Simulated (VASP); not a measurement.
Runs of VASP 6.6.1 on SnSe. Symmetry: Pnma, No. 62, orthorhombic system. The conventional cell has a = 11.420 Å, b = 4.190 Å, c = 4.460 Å, α = 90.00°, β = 90.00°, γ = 90.00°. Sn (site symmetry m) has 3 Se at 2.69 to 2.83 Å as nearest neighbours. Around Se (site symmetry m) lie 3 Sn at 2.69 to 2.83 Å. 

```csv
task,level,potentials or basis,smearing,further INCAR settings,gap on the mesh (eV),pressure (GPa),largest force (eV/Å)
single point,PBE,"VASP PAW PBE potentials, release 64 (Sn_d, Se)",gaussian 0.011 eV,ALGO = Fast; EDIFF = 1e-06; NBANDS = 50,0.54,2.4,0.33
band structure,LDA,"VASP PAW LDA potentials, release 64 (Sn_d, Se)",fermi-dirac 0.05 eV,ALGO = Fast; EDIFF = 1e-06,(a),-1.9,0.20
single point,PBE,"VASP PAW PBE potentials, release 64 (Sn_d, Se)",gaussian 0.013 eV,ALGO = Fast; EDIFF = 1e-07,0.54,2.4,0.33
single point,PBE,"VASP PAW PBE potentials, release 64 (Sn_d, Se)",gaussian 0.014 eV,ALGO = Fast; EDIFF = 1e-06,0.54,2.4,0.33
band structure,PBE,"VASP PAW PBE potentials, release 64 (Sn_d, Se)",fermi-dirac 0.05 eV,ALGO = Normal; EDIFF = 1e-06,0.54,-,-
```

Alike in all rows: no spin polarisation; cell as given; k mesh 3 × 6 × 6; cutoff (eV) 520.

Question: Estimate the missing entries.

Answer: (a) 0.47.

Caveats: spin-orbit coupling is left out, which moves the levels of the heavy elements; an odd mesh through Γ misses points on the zone boundary, where band edges often lie (some runs).

A k mesh can miss the band edges, and the runs leave out spin-orbit coupling on Se, Sn.
